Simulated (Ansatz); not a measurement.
**N started on a Si site next to a Si vacancy in diamond Si, 63 atoms, charge −1**

All numbers come from Ansatz (PAW, plane waves, no spin–orbit coupling) at the single k point (¼, ¼, ¼) without its symmetry partners. The atoms were relaxed with PBEsol in a fixed cell; other functionals are single points on those atoms unless said otherwise. The valence top and gap of the host come from its small cell on a dense mesh, with the band extrema sought between the mesh points, lined up by the mean potential, PBEsol gap 0.46 eV, HSE06 gap 1.13 eV. The charge correction uses an assumed dielectric constant of 11.7.

Cell: a = 10.866 Å, b = 10.866 Å, c = 10.866 Å, α = 90.00°, β = 90.00°, γ = 90.00°.

Nearest atoms after relaxation, from the placed atom (for vacancies from the middle of the vacant sites): Si at 1.83 Å, Si at 1.84 Å, Si at 1.84 Å, Si at 3.38 Å, Si at 3.39 Å, Si at 3.39 Å.

Chemical potentials μ are those of reference phases of the elements at zero temperature by the same functional (the usual solids, diamond for C, grey Sn, and the molecules H2, N2, O2, F2, Cl2, Br2 and S8).

```
functional  E(defect) − E(host) − Σ nμ + q·E_VBM (eV)  monopole (eV)  alignment (eV)  formation energy at E_F = VBM (eV)  moment (μB)                         wall time, shared host
    PBEsol                                       2.84           0.16            0.08                                3.08  0 (no spin)  76 s on 7 threads of Neoverse-V2 (relaxation)
     HSE06                                       4.05           0.16            0.08                                4.29  0 (no spin)            3.7 min on 7 threads of Neoverse-V2
```

Task: How does the monopole term follow by hand for this cubic cell?

Result: q²·α·e²/(4πε₀)/(2εL) with the Madelung constant α = 2.837 and e²/4πε₀ = 14.40 eV·Å: 1 × 2.837 × 14.40 / (2 × 11.7 × 10.866) = 0.16 eV.

HSE06 one-electron levels near the gap (the ten most localised at most), from the host's valence top, not corrected for the charge's images:

```tsv
level (eV)	spin	filling	atoms sharing it	element of the atom with most weight
0.40	both	2.00	8.8	Si
1.15	both	0.00	35.4	spread
1.21	both	0.00	11.8	Si
1.29	both	0.00	58.5	spread
1.38	both	0.00	58.4	spread
```

The runs had no spin polarisation though PBEsol leaves holes or close levels at the Fermi level; a state of higher spin may be lower.

One k point and a cell of this size can leave errors of several tenths of an eV in such numbers.
